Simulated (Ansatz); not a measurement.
Space group Fm-3m (No. 225). a = 6.501 Å, b = 6.501 Å, c = 6.501 Å, α = 90.00°, β = 90.00°, γ = 90.00°
```
atom site symmetry x y z
  Na    8c      -43m  0.2500  0.7500  0.7500
   S    4a m-3m  0.0000  0.0000  0.0000
```

Equation of state of this Na2S structure (not necessarily the ground state), with shape and atoms relaxed at each volume where symmetry leaves them free. Method: DFT PBEsol, scalar-relativistic, plane waves, PAW in Ansatz 0.2.0.

Settings: cutoff 420 eV, Γ-centred mesh 8×8×8 on the computed 3-atom cell, Gaussian smearing of 0.02 eV; no spin polarisation.

| V (Å³/atom) | E − E(largest V) (meV/atom) | P (GPa) | gap on mesh (eV) |
| --- | --- | --- | --- |
| 20.151 | 20.47 | 4.98 | 2.87 |
| 20.838 | 2.56 | 3.42 | 2.75 |
| 21.525 | -9.18 | 2.09 | 2.63 |
| 22.211 | -15.68 | 0.97 | 2.53 |
| 22.898 | -17.72 | 0.01 | 2.43 |
| 23.585 | -15.95 | -0.81 | 2.33 |
| 24.272 | -10.93 | -1.51 | 2.25 |
| 25.188 | 0.00 | -2.29 | 2.14 |

Q: Fit a third-order Birch–Murnaghan equation to E(V).

A: V0 = 22.90 Å³/atom, B0 = 29 GPa, B0' = 4.3.

The gaps are read on the mesh, which can miss the band edges, so they can be too wide.